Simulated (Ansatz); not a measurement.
BeO (wurtzite)

```
CELL_PARAMETERS angstrom
      2.69049     0.00000     0.00000
     -1.34524     2.33003     0.00000
      0.00000     0.00000     4.36988
ATOMIC_POSITIONS crystal
  Be 0.66667 0.33333 0.00145
  Be 0.33333 0.66667 0.50145
  O  0.66667 0.33333 0.62375
  O  0.33333 0.66667 0.12375
```

Scan: atom 3 (O, nearest neighbour Be at 1.643 Å; its periodic images, 2.7 Å or more away, move with it) is displaced along Cartesian z, direction (0.000, 0.000, 1.000) in Cartesian axes, by s. The other atoms stay.

Method: r2SCAN (plane waves to 500 eV, PAW, scalar-relativistic; Ansatz, a program for electronic structure). k mesh 11×11×6 (Γ-centred), Fermi-Dirac smearing 0.05 eV. E stands for the smeared free energy. Compression counts positive. BeO was relaxed with its symmetry unable to fall. The zero of ΔE is the undisplaced structure.

Q: Give the computed ΔE (eV/cell) and P (GPa) at s (Å) = -0.330, -0.198, -0.066, 0.198, 0.264.

A: 
```csv
s (Å),ΔE (eV/cell),P (GPa)
-0.330,0.893,8.2
-0.198,0.351,3.4
-0.066,0.043,0.5
0.198,0.507,5.0
0.264,0.978,9.8
```

(A displaced cell: forces are minus the slopes of the energy, force constants its curvatures, and phonons follow from these.)
